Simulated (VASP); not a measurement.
InAs:

```xyz
2
Lattice="0.0000 3.0180 3.0180 3.0180 0.0000 3.0180 3.0180 3.0180 0.0000" Properties=species:S:1:pos:R:3 pbc="T T T"
In    0.0000    0.0000    0.0000
As    4.5270    4.5270    4.5270
```

Base run:

```yaml
Program: VASP 6.6.1
Functional: PBE
Potentials_or_basis: VASP PAW PBE potentials, release 64 (In_d, As)
Cutoff: 520 eV
k_mesh: 8 × 8 × 8
Occupations: gaussian, width 0.029 eV
Spin: no spin polarisation
```

Its results: band gap on the k mesh none (metal or under the smearing width); pressure 4.4 GPa.

The run is repeated on the same cell with these changes: functional from PBE to r2SCAN; occupations from gaussian, width 0.029 eV to fermi-dirac, width 0.05 eV. What comes out?

Band gap on the k mesh 0.28 eV, direct; pressure 2.3 GPa.

Caveats: this crystal is a semiconductor, whose small gap the functional closes, so the metal is an error of the method (some runs); the PAW data sets were made with another functional, which shifts forces and pressure a little (some runs); spin-orbit coupling is left out, which moves the levels of the heavy elements (some runs).

A k mesh can miss the band edges.

Not every run made on this cell is shown here.
